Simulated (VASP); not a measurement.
# Se: single point with PBE

Crystal: Se.

```
Se
1.0
     4.33690    0.00000    0.00000
    -2.16845    3.75586    0.00000
     0.00000    0.00000    4.92035
Se
3
Cartesian
  1.6797 2.9093 0.0000
  -0.4888 0.8466 3.2802
  0.9775 0.0000 1.6401
```

The cell isn't the ideal one: volume scaled by 0.98.

```
Program                : VASP 6.6.1
Task                   : single point
Functional             : PBE
Potentials or basis    : VASP PAW PBE potentials, release 64 (Se)
Cutoff                 : 520 eV
k mesh                 : 7 × 7 × 6
Occupations            : fermi-dirac, width 0.05 eV
Spin                   : no spin polarisation
Dipole correction      : no
Further INCAR settings : ALGO = Normal; EDIFF = 1e-07; NBANDS = 16
```

| Property | Result |
| --- | --- |
| Pressure | 4.2 GPa |
| Largest force | 0.654 eV/Å |
| Band gap on the k mesh | 1.20 eV, indirect (least direct gap 1.50 eV) |

Forces on the atoms (eV/Å):
```
Se  -0.327 -0.566  0.000
Se  -0.327  0.566  0.000
Se   0.654  0.000  0.000
```

Stress tensor (GPa, compression positive):
```
3.37 0.00 0.00
0.00 3.37 0.00
0.00 0.00 5.94
```

Levels at points of the mesh, in eV from the valence-band top:
| k point | band 5 | band 6 | band 7 | band 8 | band 9 | band 10 | band 11 | band 12 | band 13 | band 14 |
| --- | --- | --- | --- | --- | --- | --- | --- | --- | --- | --- |
| (0.00, 0.00, 0.00) | -3.90 | -3.87 | -2.14 | -2.14 | -0.45 | 1.91 | 1.91 | 2.17 | 6.20 | 6.43 |
| (0.00, 0.00, 0.50) | -3.46 | -3.46 | -1.63 | -1.63 | -1.18 | 1.20 | 1.20 | 1.27 | 6.18 | 7.19 |

It took 26 s on 1 thread of Intel(R) Xeon(R) 6975P-C (Granite Rapids), with other jobs on the host, peak memory 0.2 GiB.

Caveat: an odd mesh through Γ misses points on the zone boundary, where band edges often lie.
